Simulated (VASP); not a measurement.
TiO2:

```xyz
6
Lattice="4.5922 0.0000 0.0000 0.0000 4.5922 0.0000 0.0000 0.0000 2.9420" Properties=species:S:1:pos:R:3 pbc="T T T"
Ti    4.5922    0.0000    0.0000
Ti    2.2961    2.2961    1.4710
O     1.3974    1.3974    0.0000
O     0.8987    3.6935    1.4710
O     3.1948    3.1948    2.9420
O     3.6935    0.8987    1.4710
```

Program: VASP 6.6.1. Alike in all runs: task band structure; potentials or basis VASP PAW PBE potentials, release 64 (Ti_sv, O); no spin polarisation; cell as given; k mesh 6 × 6 × 10; cutoff (eV) 520; smearing gaussian 0.02 eV.

Question: Order these runs on this cell by their band gap on the k mesh, lowest first.
A. level r2SCAN
B. level PBEsol
C. level TB-mBJ

Answer: B (1.83 eV), A (2.24 eV), C (2.73 eV).

